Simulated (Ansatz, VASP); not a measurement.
**SiO2 (Cristobalite): VASP beside Ansatz**

```
Si O
1.0
     5.04756    0.00000    0.00000
     0.00000    5.04756    0.00000
     0.00000    0.00000    7.05463
Si O
4 8
Direct
  0.79897 0.20103 0.75000
  0.70103 0.70103 0.50000
  0.20103 0.79897 0.25000
  0.29897 0.29897 0.00000
  0.10347 0.23989 0.82187
  0.26011 0.60347 0.07187
  0.89653 0.76011 0.32187
  0.73989 0.39653 0.57187
  0.60347 0.26011 0.92813
  0.76011 0.89653 0.67813
  0.39653 0.73989 0.42813
  0.23989 0.10347 0.17813
```

Change from the starting cell: volume scaled by 1.04.

Alike in both runs: task single point; functional PBE; k mesh 6 × 6 × 4; occupations fermi-dirac, width 0.05 eV; no spin polarisation.

|  | VASP | Ansatz |
| --- | --- | --- |
| version | VASP 6.6.1 | Ansatz 0.2.0 |
| potentials or method | VASP PAW PBE potentials, release 64 (Si, O) | Ansatz PAW |
| plane-wave cutoff (eV) | 520 | 420 |
| valence electrons in the cell | 64 | 64 |

Ansatz gave:

* gap on the k mesh at the Fermi level (eV): 5.53
* least direct gap on the mesh (eV): 5.53
* pressure (GPa): -0.4
* largest component of the traceless stress (GPa): 0.34
* rms of the force components (eV/Å): 0.081

Question: Estimate VASP's values.

Answer: gap on the k mesh at the Fermi level (eV): 5.53; least direct gap on the mesh (eV): 5.53; pressure (GPa): -0.3; largest component of the traceless stress (GPa): 0.32; rms of the force components (eV/Å): 0.086.

Atom by atom the forces differ by 0.009 eV/Å (rms over components).

Caveats: the pressure holds a Pulay correction of +0.5 GPa for the finite cutoff (Ansatz). A k mesh can miss the band edges.
